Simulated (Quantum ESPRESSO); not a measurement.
Here is a Quantum ESPRESSO 7.5 calculation.

The input pw.in:

```
&CONTROL
  calculation = 'scf'
  prefix = 'pwscf'
  outdir = './tmp'
  pseudo_dir = './pseudo'
  tprnfor = .true.
  tstress = .true.
  disk_io = 'low'
/
&SYSTEM
  ibrav = 0
  nat = 12
  ntyp = 2
  ecutwfc = 55
  ecutrho = 440
  nbnd = 98
  occupations = 'smearing'
  smearing = 'fd'
  degauss = 0.00367493
/
&ELECTRONS
  conv_thr = 2.4d-09
  electron_maxstep = 120
  mixing_beta = 0.5
/
ATOMIC_SPECIES
Zn    65.3800 Zn_pbe_v1.uspp.F.UPF
S     32.0600 s_pbe_v1.4.uspp.F.UPF
CELL_PARAMETERS angstrom
   3.8120000000    0.0000000000    0.0000000000
  -1.9060000000    3.3012888392    0.0000000000
   0.0000000000    0.0000000000   18.6899900000
ATOMIC_POSITIONS crystal
Zn     0.3333333333    0.6666666667    0.8333300000
Zn     0.6666666667    0.3333333333    0.3333300000
Zn     0.6666666667    0.3333333333    0.6666700000
Zn     0.3333333333    0.6666666667    0.1666700000
Zn     0.0000000000    0.0000000000    0.5000000000
Zn     0.0000000000    0.0000000000    0.0000000000
S      0.3333333333    0.6666666667    0.9583300000
S      0.6666666667    0.3333333333    0.4583300000
S      0.6666666667    0.3333333333    0.7916700000
S      0.3333333333    0.6666666667    0.2916700000
S      0.0000000000    0.0000000000    0.6250000000
S      0.0000000000    0.0000000000    0.1250000000
K_POINTS automatic
8 8 2 0 0 0
```

File bands.in:

```
&CONTROL
  calculation = 'bands'
  prefix = 'pwscf'
  outdir = './tmp'
  pseudo_dir = './pseudo'
  disk_io = 'low'
  verbosity = 'high'
/
&SYSTEM
  ibrav = 0
  nat = 12
  ntyp = 2
  ecutwfc = 55
  ecutrho = 440
  nbnd = 98
  occupations = 'smearing'
  smearing = 'fd'
  degauss = 0.00367493
/
&ELECTRONS
  conv_thr = 1d-08
  electron_maxstep = 120
  mixing_beta = 0.5
  diago_full_acc = .true.
/
ATOMIC_SPECIES
Zn    65.3800 Zn_pbe_v1.uspp.F.UPF
S     32.0600 s_pbe_v1.4.uspp.F.UPF
CELL_PARAMETERS angstrom
   3.8120000000    0.0000000000    0.0000000000
  -1.9060000000    3.3012888392    0.0000000000
   0.0000000000    0.0000000000   18.6899900000
ATOMIC_POSITIONS crystal
Zn     0.3333333333    0.6666666667    0.8333300000
Zn     0.6666666667    0.3333333333    0.3333300000
Zn     0.6666666667    0.3333333333    0.6666700000
Zn     0.3333333333    0.6666666667    0.1666700000
Zn     0.0000000000    0.0000000000    0.5000000000
Zn     0.0000000000    0.0000000000    0.0000000000
S      0.3333333333    0.6666666667    0.9583300000
S      0.6666666667    0.3333333333    0.4583300000
S      0.6666666667    0.3333333333    0.7916700000
S      0.3333333333    0.6666666667    0.2916700000
S      0.0000000000    0.0000000000    0.6250000000
S      0.0000000000    0.0000000000    0.1250000000
K_POINTS crystal
60
 0.0000000000  0.0000000000  0.0000000000 1
 0.0555555556  0.0000000000  0.0000000000 1
 0.1111111111  0.0000000000  0.0000000000 1
 0.1666666667  0.0000000000  0.0000000000 1
 0.2222222222  0.0000000000  0.0000000000 1
 0.2777777778  0.0000000000  0.0000000000 1
 0.3333333333  0.0000000000  0.0000000000 1
 0.3888888889  0.0000000000  0.0000000000 1
 0.4444444444  0.0000000000  0.0000000000 1
 0.5000000000  0.0000000000  0.0000000000 1
 0.4666666667  0.0666666667  0.0000000000 1
 0.4333333333  0.1333333333  0.0000000000 1
 0.4000000000  0.2000000000  0.0000000000 1
 0.3666666667  0.2666666667  0.0000000000 1
 0.3333333333  0.3333333333  0.0000000000 1
 0.3030303030  0.3030303030  0.0000000000 1
 0.2727272727  0.2727272727  0.0000000000 1
 0.2424242424  0.2424242424  0.0000000000 1
 0.2121212121  0.2121212121  0.0000000000 1
 0.1818181818  0.1818181818  0.0000000000 1
 0.1515151515  0.1515151515  0.0000000000 1
 0.1212121212  0.1212121212  0.0000000000 1
 0.0909090909  0.0909090909  0.0000000000 1
 0.0606060606  0.0606060606  0.0000000000 1
 0.0303030303  0.0303030303  0.0000000000 1
 0.0000000000  0.0000000000  0.0000000000 1
 0.0000000000  0.0000000000  0.5000000000 1
 0.0500000000  0.0000000000  0.5000000000 1
 0.1000000000  0.0000000000  0.5000000000 1
 0.1500000000  0.0000000000  0.5000000000 1
 0.2000000000  0.0000000000  0.5000000000 1
 0.2500000000  0.0000000000  0.5000000000 1
 0.3000000000  0.0000000000  0.5000000000 1
 0.3500000000  0.0000000000  0.5000000000 1
 0.4000000000  0.0000000000  0.5000000000 1
 0.4500000000  0.0000000000  0.5000000000 1
 0.5000000000  0.0000000000  0.5000000000 1
 0.4722222222  0.0555555556  0.5000000000 1
 0.4444444444  0.1111111111  0.5000000000 1
 0.4166666667  0.1666666667  0.5000000000 1
 0.3888888889  0.2222222222  0.5000000000 1
 0.3611111111  0.2777777778  0.5000000000 1
 0.3333333333  0.3333333333  0.5000000000 1
 0.3076923077  0.3076923077  0.5000000000 1
 0.2820512821  0.2820512821  0.5000000000 1
 0.2564102564  0.2564102564  0.5000000000 1
 0.2307692308  0.2307692308  0.5000000000 1
 0.2051282051  0.2051282051  0.5000000000 1
 0.1794871795  0.1794871795  0.5000000000 1
 0.1538461538  0.1538461538  0.5000000000 1
 0.1282051282  0.1282051282  0.5000000000 1
 0.1025641026  0.1025641026  0.5000000000 1
 0.0769230769  0.0769230769  0.5000000000 1
 0.0512820513  0.0512820513  0.5000000000 1
 0.0256410256  0.0256410256  0.5000000000 1
 0.0000000000  0.0000000000  0.5000000000 1
 0.5000000000  0.0000000000  0.5000000000 1
 0.5000000000  0.0000000000  0.0000000000 1
 0.3333333333  0.3333333333  0.0000000000 1
 0.3333333333  0.3333333333  0.5000000000 1
```

Potentials or basis: SSSP 1.3 efficiency PBE.

Launch:

```console
$ OMP_NUM_THREADS=1 mpirun -n 2 pw.x -nk 2 -in pw.in > pw.out
$ OMP_NUM_THREADS=1 mpirun -n 2 pw.x -nk 2 -in bands.in > bands.out
```

**Question.** Predict the band gap along the path.

**Answer.** 2.16 eV, direct.

**Question.** Predict the band gap on the k mesh.

**Answer.** 2.16 eV, direct.

**Question.** Predict the largest force.

**Answer.** 0.030 eV/Å.

**Question.** What does it give for the pressure?

**Answer.** 2.2 GPa.

Levels at the corners of the path, in eV from the valence-band top:
| point | band 76 | band 77 | band 78 | band 79 | band 80 | band 81 |
| --- | --- | --- | --- | --- | --- | --- |
| Γ | -0.02 | 0.00 | 0.00 | 2.16 | 3.21 | 3.26 |
| M | -1.27 | -1.10 | -0.88 | 3.43 | 3.56 | 3.61 |
| K | -1.55 | -1.49 | -1.49 | 4.42 | 4.42 | 4.42 |
| Γ | -0.02 | 0.00 | 0.00 | 2.16 | 3.21 | 3.26 |
| A | -0.07 | -0.07 | -0.07 | 2.64 | 2.64 | 3.27 |
| L | -1.22 | -0.99 | -0.99 | 3.36 | 3.36 | 3.85 |
| H | -1.71 | -1.56 | -1.56 | 4.67 | 4.67 | 4.75 |
| A | -0.07 | -0.07 | -0.07 | 2.64 | 2.64 | 3.27 |
| L | -1.22 | -0.99 | -0.99 | 3.36 | 3.36 | 3.85 |
| M | -1.27 | -1.10 | -0.88 | 3.43 | 3.56 | 3.61 |
| K | -1.55 | -1.49 | -1.49 | 4.42 | 4.42 | 4.42 |
| H | -1.71 | -1.56 | -1.56 | 4.67 | 4.67 | 4.75 |

Caveat: the cell's inner coordinates are idealised or old, which leaves forces on the atoms.

**What was measured.**

From a printed reference work, monograph, for a bulk crystal of ZnS at 4 K: band gap 3.911 eV (direct).

Against the measured gap of ZnS, 3.911 eV (direct; 4 K; a printed reference work, monograph), the calculated 2.16 eV is off by -1.75 eV. The value is that of PBE, without temperature or zero-point motion. Semilocal functionals fall short of measured gaps as a rule.
